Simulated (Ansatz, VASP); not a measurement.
**BaZrO3: VASP beside Ansatz**

The input INCAR:

```
PREC = Accurate ; ENCUT = 520
EDIFF = 1E-8 ; ISMEAR = -1
SIGMA = 0.02 ; LREAL = F
LASPH = T ; NELM = 100
ALGO = Normal ; ISIF = 2
LWAVE = F ; LCHARG = F
GGA = PE ; IVDW = 12
LEFG = T ; NBANDS = 28
```

KPOINTS

```
Automatic mesh
0
Gamma
  8 8 8
```

The input POSCAR:

```
BaZrO3
1.0
    4.1913400000      0.0000000000      0.0000000000
    0.0000000000      4.1913400000      0.0000000000
    0.0000000000      0.0000000000      4.1913400000
Ba Zr O
1 1 3
Direct
    0.0000000000      0.0000000000      0.0000000000
    0.5000000000      0.5000000000      0.5000000000
    0.0000000000      0.5000000000      0.5000000000
    0.5000000000      0.0000000000      0.5000000000
    0.5000000000      0.5000000000      0.0000000000
```

Input for Ansatz:

```yaml
crystal:
  lattice:
    - [4.19134, 0.0, 0.0]
    - [0.0, 4.19134, 0.0]
    - [0.0, 0.0, 4.19134]
  atoms:
    - { symbol: Ba, position: [0.0, 0.0, 0.0] }
    - { symbol: Zr, position: [0.5, 0.5, 0.5] }
    - { symbol: O, position: [0.0, 0.5, 0.5] }
    - { symbol: O, position: [0.5, 0.0, 0.5] }
    - { symbol: O, position: [0.5, 0.5, 0.0] }
kpoints:
  mp_grid: { grid: [8, 8, 8] }
scf:
  occupations: { method: fermi_dirac, width: 0.02 }
  initial_density: { chi_scale: 0.3 }
hamiltonian:
  xc: pbe
  pseudopotentials: { kind: paw, frozen_core: stored }
  dispersion: d3bj
output:
  forces: true
  stress: true
  populations: true
  efg: { quadrupole_moments_barn: { Ba: 0.236, Zr: -0.176, O: -0.02558 } }
  write_density: true
  write_potential: true
  elf: true
  volumetric_format: npy
```

The cell was relaxed by an earlier calculation.

Alike in both runs: task electric field gradients; functional PBE; dispersion D3(BJ); k mesh 8 × 8 × 8; occupations fermi-dirac, width 0.02 eV; no spin polarisation.

|  | VASP | Ansatz |
| --- | --- | --- |
| version | VASP 6.6.1 | Ansatz 0.2.0 |
| potentials or method | VASP PAW PBE potentials, release 64 (Ba_sv, Zr_sv, O) | plane-wave PAW, scalar-relativistic |
| plane-wave cutoff (eV) | 520 | 420 |
| valence electrons in the cell | 40 | 40 |

```csv
,VASP,Ansatz,Ansatz less VASP
gap on the k mesh at the Fermi level (eV),3.19,3.24,+0.051
pressure (GPa),2.4,1.3,-1.05
dispersion energy (meV/atom),-245.8,-245.9,-0.09
Vzz of the field gradient on the site that differs most (V/Å²),-14.9,-12.8,+2.04
```

Ansatz warned: «gradients_without_spin_orbit».

Caveats: spin-orbit coupling is left out, which moves the levels of the heavy elements. A k mesh can miss the band edges. Expect the measured gap to be larger: semilocal functionals such as PBE lack the derivative discontinuity.
